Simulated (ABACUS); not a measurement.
An input for ABACUS 3.10.1 (KCl (Sylvite)):

Contents of run_abacus.py:

```python
"""Relaxation by an ASE optimiser with ABACUS as a small file-based calculator."""
import re
import subprocess
import numpy as np
from ase.calculators.calculator import Calculator, all_changes
from ase.filters import FrechetCellFilter
from ase.io import read
from ase.optimize import LBFGS
from ase.stress import full_3x3_to_voigt_6_stress
from ase.units import Bohr, GPa

atoms = read("KCl.xyz")
atoms = atoms[(-atoms.numbers).argsort(kind="stable")]  # ABACUS lists atoms element by element
pseudo = {'K': 'K.pbe-spn-kjpaw_psl.1.0.0.UPF', 'Cl': 'cl_pbe_v1.4.uspp.F.UPF'}
orbital = {}
magmoms = None
kmesh = [6, 6, 6]
params = {
    'suffix': 'KCl',
    'calculation': 'scf',
    'basis_type': 'pw',
    'pseudo_dir': './',
    'symmetry': 1,
    'dft_functional': 'GGA_XC_HLE16',
    'ecutwfc': 55,
    'pseudo_rcut': 10,
    'nspin': 1,
    'nbands': 12,
    'ks_solver': 'dav',
    'smearing_method': 'fd',
    'smearing_sigma': 0.00367493,
    'scf_thr': 1e-08,
    'scf_nmax': 100,
    'mixing_type': 'broyden',
    'mixing_beta': 0.7,
    'cal_force': 1,
    'cal_stress': 1,
    'ecutrho': 440,
    'kpar': 4,
}

def write_input(atoms):
    symbols = atoms.get_chemical_symbols()
    elements = list(dict.fromkeys(symbols))
    lines = ["ATOMIC_SPECIES"] + [f"{e} {atoms.get_masses()[symbols.index(e)]:.4f} {pseudo[e]}" for e in elements]
    if orbital:
        lines += ["", "NUMERICAL_ORBITAL"] + [orbital[e] for e in elements]
    lines += ["", "LATTICE_CONSTANT", f"{1 / Bohr:.10f}", "", "LATTICE_VECTORS"]
    lines += [" ".join(f"{x:.10f}" for x in v) for v in atoms.cell]
    lines += ["", "ATOMIC_POSITIONS", "Direct"]
    for e in elements:
        lines += ["", e, "0.0", str(symbols.count(e))]
        for i, p in enumerate(atoms.get_scaled_positions(wrap=False)):
            if symbols[i] == e:
                mag = "" if magmoms is None else " mag " + " ".join(str(x) for x in (magmoms[i] if isinstance(magmoms[i], list) else [magmoms[i]]))
                lines.append(" ".join(f"{x:.10f}" for x in p) + " 1 1 1" + mag)
    open("STRU", "w").write("\n".join(lines) + "\n")
    open("KPT", "w").write("K_POINTS\n0\nGamma\n%d %d %d 0 0 0\n" % tuple(kmesh))
    open("INPUT", "w").write("INPUT_PARAMETERS\n" + "".join(f"{k:<20s}{v}\n" for k, v in params.items()))

class Abacus(Calculator):
    implemented_properties = ["energy", "free_energy", "forces", "stress"]

    def calculate(self, atoms=None, properties=("energy",), system_changes=all_changes):
        super().calculate(atoms, properties, system_changes)
        write_input(self.atoms)
        subprocess.run(['mpirun', '-np', '4', 'abacus'], check=True)
        log = open("OUT.KCl/running_scf.log").read()
        if "charge density convergence is achieved" not in log:
            raise RuntimeError("SCF not converged")
        rows = lambda title, n: np.array([l.split()[-3:] for l in log.split(title)[-1].split("\n")[2:2 + n]], float)
        energy = float(re.findall(r"FINAL_ETOT_IS (\S+)", log)[-1])
        stress = -rows("TOTAL-STRESS", 3) / 10 * GPa  # ABACUS prints kbar, compression positive
        self.results = dict(energy=energy, free_energy=energy, forces=rows("TOTAL-FORCE", len(self.atoms)), stress=full_3x3_to_voigt_6_stress(stress))

atoms.calc = Abacus()
opt = LBFGS(FrechetCellFilter(atoms), logfile="opt.log", trajectory="relax.traj")
print("optimiser converged:", opt.run(fmax=0.01, steps=60))
```

File KCl.xyz:

```xyz
2
Lattice="0.0000000000 3.1464700000 3.1464700000 3.1464700000 0.0000000000 3.1464700000 3.1464700000 3.1464700000 0.0000000000" Properties=species:S:1:pos:R:3 pbc="T T T"
K      0.0000000000      0.0000000000      0.0000000000
Cl     3.1464700000      3.1464700000      3.1464700000
```

Potentials or basis: SSSP 1.3 efficiency PBE, plane waves.

Command:

```sh
$ OMP_NUM_THREADS=1 python run_abacus.py > log
```

Q: What does the program do with it?

A: The run stopped without a result. It printed:

running log:

```text
ABACUS v3.10.1

               Atomic-orbital Based Ab-initio Computation at UStc

 ------------------------------------------------------------------------------------

 READING GENERAL INFORMATION
                           global_out_dir = OUT.KCl/
                           global_in_card = INPUT
                               pseudo_dir = ./
[... 40 lines left out ...]
 The esolver type has been set to : ksdft_pw

 !!!!!!!!!!!!!!!!!!!!!!!!!!!!!!!!!!!!!!!!!!!!!!!!!!!!!!!!!
                         NOTICE
 !!!!!!!!!!!!!!!!!!!!!!!!!!!!!!!!!!!!!!!!!!!!!!!!!!!!!!!!!

 PAW POTENTIAL IS NOT SUPPORTED
 CHECK IN FILE : OUT.KCl/warning.log

 !!!!!!!!!!!!!!!!!!!!!!!!!!!!!!!!!!!!!!!!!!!!!!!!!!!!!!!!!
                         NOTICE
 !!!!!!!!!!!!!!!!!!!!!!!!!!!!!!!!!!!!!!!!!!!!!!!!!!!!!!!!!
 Check in file : OUT.KCl/warning.log
```

On the terminal:

```text
ABACUS v3.10.1

               Atomic-orbital Based Ab-initio Computation at UStc

 !!!!!!!!!!!!!!!!!!!!!!!!!!!!!!!!!!!!!!!!!!!!!!!!!!!!!!!!!
                         NOTICE
 !!!!!!!!!!!!!!!!!!!!!!!!!!!!!!!!!!!!!!!!!!!!!!!!!!!!!!!!!

 PAW POTENTIAL IS NOT SUPPORTED
 CHECK IN FILE : OUT.KCl/warning.log

 !!!!!!!!!!!!!!!!!!!!!!!!!!!!!!!!!!!!!!!!!!!!!!!!!!!!!!!!!
                         NOTICE
 !!!!!!!!!!!!!!!!!!!!!!!!!!!!!!!!!!!!!!!!!!!!!!!!!!!!!!!!!
```
